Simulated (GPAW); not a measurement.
# GaP (P4/mmm) in GPAW: convergence with convergence criteria

Aim: find how far convergence criteria must go before the results for GaP settle, at RPBE. This setting moves, with any that are tied to it; all else stays.

All numbers are computed with GPAW 26.7.0; they aren't measurements. Logs are shortened: lines on timing, memory, paths and dates and some standing lists are left out, and cuts for length are marked. The log counts tension as positive stress, the text compression.

## (1) The structure

It takes space group P4/mmm (No. 123, tetragonal). Conventional cell: a = 3.457 Å, b = 3.457 Å, c = 2.803 Å, α = 90.00°, β = 90.00°, γ = 90.00°. Ga (site symmetry 4/mmm) is surrounded by 2 Ga at 2.80 Å and 8 P at 2.82 Å. P (site symmetry 4/mmm) is surrounded by 2 P at 2.80 Å and 8 Ga at 2.82 Å.

The cell was built by a generator and needn't be a form met in nature.

## (2) With convergence criteria density=0.001 energy=0.01 eigenstates=0.0001

run.py

```python
from ase.dft.bandgap import bandgap
from ase.io import read, write
from ase.units import GPa
from gpaw import GPAW, PW

atoms = read('GaP.xyz')

calc = GPAW(mode=PW(600),
            xc='RPBE',
            kpts={'size': (8, 8, 9), 'gamma': True},
            occupations={'name': 'fermi-dirac', 'width': 0.05},
            nbands=11,
            convergence={'density': 0.001, 'energy': 0.01, 'eigenstates': 0.0001},
            maxiter=100,
            txt='gpaw.txt')
atoms.calc = calc
energy = atoms.get_potential_energy()
forces = atoms.get_forces()
stress = atoms.get_stress()
calc.write('gs.gpw')
write('result.traj', atoms)
print(f'Energy: {energy:.6f} eV')
print('Forces (eV/A):')
print(forces.round(4))
print('Stress (GPa):', (stress / GPa).round(3))
print('Fermi level:', round(calc.get_fermi_level(), 4), 'eV')
print(f'Gap: {bandgap(calc)[0]:.4f} eV, direct: {bandgap(calc, direct=True)[0]:.4f} eV')
```

GaP.xyz

```xyz
2
Lattice="3.4566600000 0.0000000000 0.0000000000 0.0000000000 3.4566600000 0.0000000000 0.0000000000 0.0000000000 2.8025600000" Properties=species:S:1:pos:R:3 pbc="T T T"
Ga     0.0000000000      0.0000000000      0.0000000000
P      1.7283300000      1.7283300000      1.4012800000
```

Potentials or basis: the program's PAW data sets (release 1.2.1) made for this functional, pw.

Started as:

```sh
OMP_NUM_THREADS=1 python run.py
```

Run time: 11 s. Hardware: 1 thread of Arm Neoverse V1, shared host; peak memory 0.16 GiB.

What came out:

```
Free energy            : -6.9726 eV
Pressure               : 1.6 GPa
Band gap on the k mesh : none (metal or under the smearing width)
```

## (3) With convergence criteria default

Edit run.py of step 2 so:

```diff
@@ -12,3 +12,2 @@
             nbands=11,
-            convergence={'density': 0.001, 'energy': 0.01, 'eigenstates': 0.0001},
             maxiter=100,
```

GaP.xyz is that of step 2.

Potentials or basis: the program's PAW data sets (release 1.2.1) made for this functional, pw.

Started as:

```sh
OMP_NUM_THREADS=1 python run.py
```

Run time: 13 s. Hardware: 1 thread of Arm Neoverse V1, shared host; peak memory 0.16 GiB.

Results (log left out):

```
Free energy            : -6.9726 eV
Pressure               : 1.6 GPa
Band gap on the k mesh : none (metal or under the smearing width)
```

## (4) With convergence criteria density=1e-05 energy=1e-05

Edit run.py of step 3 so:

```diff
@@ -12,2 +12,3 @@
             nbands=11,
+            convergence={'density': 1e-05, 'energy': 1e-05},
             maxiter=100,
```

GaP.xyz is that of step 3.

Started as:

```sh
OMP_NUM_THREADS=1 python run.py
```

Wall time 13 s (1 thread of Arm Neoverse V1, shared host); peak memory 0.16 GiB.

Results (log left out):

```yaml
Free_energy: -6.9726 eV
Pressure: 1.6 GPa
Band_gap_on_the_k_mesh: none (metal or under the smearing width)
```

## (5) With convergence criteria density=1e-05 forces=0.0001

Edit run.py of step 4 so:

```diff
@@ -12,3 +12,3 @@
             nbands=11,
-            convergence={'density': 1e-05, 'energy': 1e-05},
+            convergence={'density': 1e-05, 'forces': 0.0001},
             maxiter=100,
```

GaP.xyz is that of step 4.

Started as:

```sh
OMP_NUM_THREADS=1 python run.py
```

It took 14 s on 1 thread of Arm Neoverse V1, shared host; peak memory 0.16 GiB.

Results (log left out):

| Property | Result |
| --- | --- |
| Free energy | -6.9726 eV |
| Pressure | 1.6 GPa |
| Band gap on the k mesh | none (metal or under the smearing width) |

## (6) With convergence criteria density=1e-06 energy=1e-06 eigenstates=1e-10

Edit run.py of step 5 so:

```diff
@@ -12,3 +12,3 @@
             nbands=11,
-            convergence={'density': 1e-05, 'forces': 0.0001},
+            convergence={'density': 1e-06, 'energy': 1e-06, 'eigenstates': 1e-10},
             maxiter=100,
```

GaP.xyz is that of step 5.

Potentials or basis: the program's PAW data sets (release 1.2.1) made for this functional, pw.

Started as:

```sh
OMP_NUM_THREADS=1 python run.py
```

gpaw.txt:

```text
__  _  _
 | _ |_)|_||  |
 |__||  | ||/\| - 26.7.0

Input parameters:
  mode=PW(ecut=600.0),
  convergence={'density': 1e-06, 'energy': 1e-06, 'eigenstates': 1e-10},
  kpts=MonkhorstPack(size=(8, 8, 9), gamma=True),
  maxiter=100,
  nbands=11,
  occupations=Occupations(name='fermi-dirac', width=0.05),
  xc=XC(name='RPBE')

Diagonalizing LCAO Hamiltonian
Converting LCAO to pw mode
   .-------.
  /|       |
 * |       |
 | .--P----.
 |/       /
 Ga------*

Atoms  # Å, Bohr magnetons
|   | symbol |        x |        y |        z |    initial magnetic moments |
|---|--------|----------|----------|----------|-----------------------------|
| 0 |     Ga | 0.000000 | 0.000000 | 0.000000 | ( 0.0000,  0.0000,  0.0000) |
| 1 |      P | 1.728330 | 1.728330 | 1.401280 | ( 0.0000,  0.0000,  0.0000) |

Unit cell  # Å
| periodic |        x |        y |        z |  lengths |    angles |
|----------|----------|----------|----------|----------|-----------|
|      yes | 3.456660 | 0.000000 | 0.000000 | 3.456660 | 90.000000 |
|      yes | 0.000000 | 3.456660 | 0.000000 | 3.456660 | 90.000000 |
|      yes | 0.000000 | 0.000000 | 2.802560 | 2.802560 | 90.000000 |

Number of symmetries: 16
Symmetry operations  # r_c * U_cc + t_c -> r_c
|    | kind |            matrix            |
|----|------|------------------------------|
|  0 |  E   |  1, 0, 0,  0, 1, 0,  0, 0, 1 |
|  1 |  σ   |  1, 0, 0,  0, 1, 0,  0, 0,-1 |
|  2 |  σ   |  1, 0, 0,  0,-1, 0,  0, 0, 1 |
|  3 |  C2  |  1, 0, 0,  0,-1, 0,  0, 0,-1 |
|  4 |  σ   |  0, 1, 0,  1, 0, 0,  0, 0, 1 |
|  5 |  C2  |  0, 1, 0,  1, 0, 0,  0, 0,-1 |
|  6 |  C4  |  0, 1, 0, -1, 0, 0,  0, 0, 1 |
|  7 |  S4  |  0, 1, 0, -1, 0, 0,  0, 0,-1 |
|  8 |  C4  |  0,-1, 0,  1, 0, 0,  0, 0, 1 |
|  9 |  S4  |  0,-1, 0,  1, 0, 0,  0, 0,-1 |
| 10 |  σ   |  0,-1, 0, -1, 0, 0,  0, 0, 1 |
| 11 |  C2  |  0,-1, 0, -1, 0, 0,  0, 0,-1 |
| 12 |  σ   | -1, 0, 0,  0, 1, 0,  0, 0, 1 |
| 13 |  C2  | -1, 0, 0,  0, 1, 0,  0, 0,-1 |
| 14 |  C2  | -1, 0, 0,  0,-1, 0,  0, 0, 1 |
| 15 |  i   | -1, 0, 0,  0,-1, 0,  0, 0,-1 |

BZ-sampling:
  Number of BZ points: 576
  Number of IBZ points: 75

  Monkhorst-Pack size: [8, 8, 9]
  Monkhorst-Pack shift: [0.0625, 0.0625, 0.0]

K-points  # in reciprocal-cell coordinates
|     |                                coordinates |     weight |
|-----|--------------------------------------------|------------|
|   0 | (  0.00000000,   0.00000000,   0.00000000) | 0.00173611 |
|   1 | (  0.00000000,   0.00000000,   0.11111111) | 0.00347222 |
|   2 | (  0.00000000,   0.00000000,   0.22222222) | 0.00347222 |
|   3 | (  0.00000000,   0.00000000,   0.33333333) | 0.00347222 |
|   4 | (  0.00000000,   0.00000000,   0.44444444) | 0.00347222 |
|   5 | (  0.12500000,   0.00000000,   0.00000000) | 0.00694444 |
|   6 | (  0.12500000,   0.00000000,   0.11111111) | 0.01388889 |
|   7 | (  0.12500000,   0.00000000,   0.22222222) | 0.01388889 |
|   8 | (  0.12500000,   0.00000000,   0.33333333) | 0.01388889 |
|   9 | (  0.12500000,   0.00000000,   0.44444444) | 0.01388889 |
| ... |                                            |            |
|  74 | (  0.50000000,   0.50000000,   0.44444444) | 0.00347222 |

Plane wave coefficients: 1134
Cutoff: 600.0 eV

Spin-components: 1 (collinear spins)
Bands:           11
Projectors:      10
Spin-degeneracy: 2
Datatype:        complex128

Parallelization:
  kpt:    1
  domain: 1
  band:   1

Density:
  Valence electrons: 8.0
  Components: 1
  Grid points: [20 20 16]
  Charge: 0.0  # |e|

Potential:
  Grid points: [20 20 16]

species:
  Ga:
    name:    Gallium
    Z:       31.0
    valence: 3
    core:    28
    charge:  0.0  # [|e|]
    compensation charges:
      type: gauss
      rc: 0.37  # [Å]
      lmax: 2
    cutoffs:
      filter: 2.06  # [Å]
      core: 4.17  # [Å]
    projectors
    | kind |    occ | energy [eV] | rcut [Å] |
    |------|--------|-------------|----------|
    |   4s |  2.000 |      -8.878 |    1.164 |
    |   4p |  1.000 |      -2.543 |    1.164 |
    |    s |        |      18.334 |    1.164 |
    |    p |        |      24.668 |    1.164 |
    |    d |        |       0.000 |    1.164 |

    Using partial waves for Ga as LCAO basis

  P:
    name:    Phosphorus
    Z:       15.0
    valence: 5
    core:    10
    charge:  0.0  # [|e|]
    compensation charges:
      type: gauss
      rc: 0.30  # [Å]
      lmax: 2
    cutoffs:
      filter: 1.69  # [Å]
      core: 1.81  # [Å]
    projectors
    | kind |    occ | energy [eV] | rcut [Å] |
    |------|--------|-------------|----------|
    |   3s |  2.000 |     -13.955 |    0.953 |
    |   3p |  3.000 |      -5.495 |    0.953 |
    |    s |        |      13.257 |    0.953 |
    |    p |        |      21.717 |    0.953 |
    |    d |        |       0.000 |    0.953 |

    Using partial waves for P as LCAO basis

Reference energy: -62197.110969  # eV

eigensolver:
  PPCG
  Converge bands: occupied
  niter=2

density mixing:
  MSR1-Mixer
  Pratt-step length: 0.05
  Maximum mixing coefficient: 0.75
  Old densities: 10
  SVD Regularization: 0.005
  Good broyden scale: 1.0
  Trust region scale: 1.0
  Backstep threshold: 4.0
  History deletion threshold: 6.0
  Fourier metric: weight=20.0, sigma=0.015

occupation numbers:
  Fermi-Dirac:
    width: 0.0500  # eV

poisson solver:
  ecut: 4800.0  # eV

xc functional:
  name: RPBE with 2 nearest neighbor stencil

convergence criteria:
- Maximum integral of absolute [dens]ity change: 1e-06 electrons / valence electron
- Maximum [total energy] change in last 3 cyles: 1e-06 eV / valence electron
- Maximum integral of absolute [eigenst]ate change: 1e-10 eV^2 / valence electron
maximum number of iterations: 100

SCF iterations
|iter     | |      energy | eigst |  dens |
|---------|-|-------------|-------|-------|
|iter:   1| |   -7.036757 | -0.12 |       |
|iter:   2| |   -7.028290 | -2.46 | -1.12 |
|iter:   3| |   -6.971152 | -2.61 | -1.16 |
|iter:   4| |   -6.970299 | -4.10 | -1.75 |
|iter:   5| |   -6.970114 | -4.93 | -2.18 |
|iter:   6| |   -6.970141 | -6.02 | -2.95 |
|iter:   7| |   -6.970139 | -7.37 | -3.60 |
|iter:   8| |   -6.970139c| -8.84 | -4.36 |
|iter:   9| |   -6.970139c|-10.45c| -5.17 |
|iter:  10| |   -6.970139c|-10.50c| -5.92 |
|iter:  11| |   -6.970139c|-11.61c| -6.70c|

Converged in 11 steps
Energy contributions relative to reference atoms: (reference = -62197.110969)

Energy contributions:
  Kinetic:          11.162199
  Coulomb:          -8.950557
  Zero:             -0.006015
  External:          0.000000
  Xc:               -9.173287
  Entropy:          -0.004955
  Spinorbit:         0.000000
  ----------------------------
  Free energy:      -6.972616
  Extrapolated:     -6.970139

dipole moment: (-8.850763, -8.850763, -7.175943)  # |e|*Ang

Fermi level: 7.633
Eigenvalues  # (at kpt = [0.000, 0.000, 0.000])
| band index |      eig [eV] | occ [0-2] |
|------------|---------------|-----------|
|          0 |        -6.066 |     2.000 |
|          1 |         5.107 |     2.000 |
|          2 |         5.449 |     2.000 |
|          3 |         5.449 |     2.000 |
|          4 |        10.366 |     0.000 |
|          5 |        11.076 |     0.000 |
|          6 |        14.649 |     0.000 |
|          7 |        16.808 |     0.000 |
|          8 |        16.808 |     0.000 |
|          9 |        18.662 |     0.000 |
|         10 |        20.348 |     0.000 |

No gap
No difference between direct/indirect transitions

Forces  # eV/Ang
|        x |        y |       z |
|----------|----------|---------|
|  0.00000 |  0.00000 | 0.00000 |  # Ga   0
| -0.00000 | -0.00000 | 0.00000 |  # P    1

Stress tensor  # eV/Ang^3
|         x |         y |         z |
|-----------|-----------|-----------|
| -0.009487 |  0.000000 |  0.000000 |
|  0.000000 | -0.009487 |  0.000000 |
|  0.000000 |  0.000000 | -0.010231 |

# Writing to gs.gpw (mode='')
```

It took 16 s on 1 thread of Arm Neoverse V1, shared host; peak memory 0.16 GiB.

What came out:

```
Free energy            : -6.9726 eV
Pressure               : 1.6 GPa
Band gap on the k mesh : none (metal or under the smearing width)
```

## (7) Summary

```tsv
convergence criteria	energy less the tightest run, at zero smearing (meV/atom)	SCF cycles	CPU time (s)	peak memory (GiB)
density=0.001 energy=0.01 eigenstates=0.0001	0.00	7	11	0.16
default	0.00	8	13	0.16
density=1e-05 energy=1e-05	0.00	9	13	0.16
density=1e-05 forces=0.0001	0.00	10	14	0.16
density=1e-06 energy=1e-06 eigenstates=1e-10	0.00	11	16	0.16
```

Against the tightest run, the energy stays within 1 meV/atom from density=0.001 energy=0.01 eigenstates=0.0001 on. The tightest run that finished is the yardstick and may itself not be fully converged.
